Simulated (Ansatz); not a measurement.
# WS2: response to strain

WS2 is deformed so: equal xx and yy strain of +2 %. What stress and forces result, by LAPW, PAW and all-electron datasets made for the crystal?

Program: Ansatz 0.2.0. Level of theory: DFT PBE, scalar-relativistic. These are calculated values, not measurements.

## Step 1: The starting structure

Symmetry: R3m, No. 160, trigonal system. Conventional cell: a = 3.158 Å, b = 3.158 Å, c = 18.490 Å, α = 90.00°, β = 90.00°, γ = 120.00°. W (site symmetry 3m) is surrounded by 6 S at 2.39 to 2.42 Å. Around S (site symmetry 3m) lie 3 W at 2.39 Å. S (site symmetry 3m) has 3 W at 2.42 Å as nearest neighbours.

As a file:

```
W S
1.0
     1.57900    0.91164    6.16333
    -1.57900    0.91164    6.16333
     0.00000   -1.82327    6.16333
W S
1 2
Direct
  0.00000 0.00000 0.00000
  0.75030 0.75030 0.75030
  0.58100 0.58100 0.58100
```

Atoms are numbered in the order of the input: W1, S2, S3.

## Step 2: The deformed structure

Space group R3m before, R3m after.

## Step 3: LAPW, all electrons

input.yaml

```yaml
crystal:
  lattice:
    - [1.610580392, 0.9298690228, 6.16333]
    - [-1.610580392, 0.9298690228, 6.16333]
    - [0.0, -1.8597380457, 6.16333]
  atoms:
    - { symbol: W, position: [0.0, 0.0, 0.0] }
    - { symbol: S, position: [0.7503, 0.7503, 0.7503] }
    - { symbol: S, position: [0.581, 0.581, 0.581] }
kpoints:
  mp_grid: { grid: [13, 13, 13] }
  band_path:
    path:
      - [0.0, 0.0, 0.0]
      - [0.5, 0.5, 0.5]
      - [0.8181585864, 0.1818414136, 0.5]
      - [0.5, -0.1818414136, 0.1818414136]
      - [0.5, 0.0, 0.0]
      - [0.0, 0.0, 0.0]
      - [0.3409207068, -0.3409207068, 0.0]
      - [0.6590792932, 0.0, 0.3409207068]
      - [0.5, 0.0, 0.5]
    npoints: 5
scf:
  occupations: { method: fermi_dirac, width: 0.08 }
hamiltonian:
  xc: pbe
  pseudopotentials: { kind: all_electron, lapw: { basis_error: 0.0005 } }
output:
  forces: true
  stress: true
  eigenvalues: true
```

The run is started by

```
$ ansatz run input.yaml --threads 1 --pin off --max-ram 4096MiB --backend cpu --events-out ev --progress --plain --runs-dir out
```

## Step 4: PAW on the default files

input.yaml

```yaml
crystal:
  lattice:
    - [1.610580392, 0.9298690228, 6.16333]
    - [-1.610580392, 0.9298690228, 6.16333]
    - [0.0, -1.8597380457, 6.16333]
  atoms:
    - { symbol: W, position: [0.0, 0.0, 0.0] }
    - { symbol: S, position: [0.7503, 0.7503, 0.7503] }
    - { symbol: S, position: [0.581, 0.581, 0.581] }
kpoints:
  mp_grid: { grid: [13, 13, 13] }
scf:
  occupations: { method: fermi_dirac, width: 0.08 }
hamiltonian:
  xc: pbe
  pseudopotentials: { kind: paw }
output:
  forces: true
  stress: true
  eigenvalues: true
  efg: { contact_densities: true }
```

## Step 5: All-electron PAW on datasets made for the crystal

input.yaml, as its differences from that of step 4:

```diff
@@ -15,3 +15,3 @@
   xc: pbe
-  pseudopotentials: { kind: paw }
+  pseudopotentials: { kind: all_electron, datasets: crystal }
 output:
```

(Steps that only read results are left out.)

What does the calculation give? Wanted: pressure; largest shear or deviatoric stress.

The runs gave:

| quantity | value |
| --- | --- |
| pressure | LAPW -1.57, PAW -1.63, crystal datasets -1.57 GPa |
| largest shear or deviatoric stress (LAPW) | 2.24 GPa |

In words: The largest part of the stress beyond the pressure is 2.24 GPa in size, in the zz component; the atoms are carried along and not relaxed. No run of the undeformed cell stands beside it, so the pressure holds what the given cell had before the change. PAW: stress within 0.07 GPa of LAPW, forces within 5 meV/Å. Crystal datasets: stress within 0.01 GPa of LAPW, forces within 1 meV/Å. Spin-orbit coupling is left out, though the cell holds W; in elements this heavy it can shift bands and gaps by tenths of an eV.
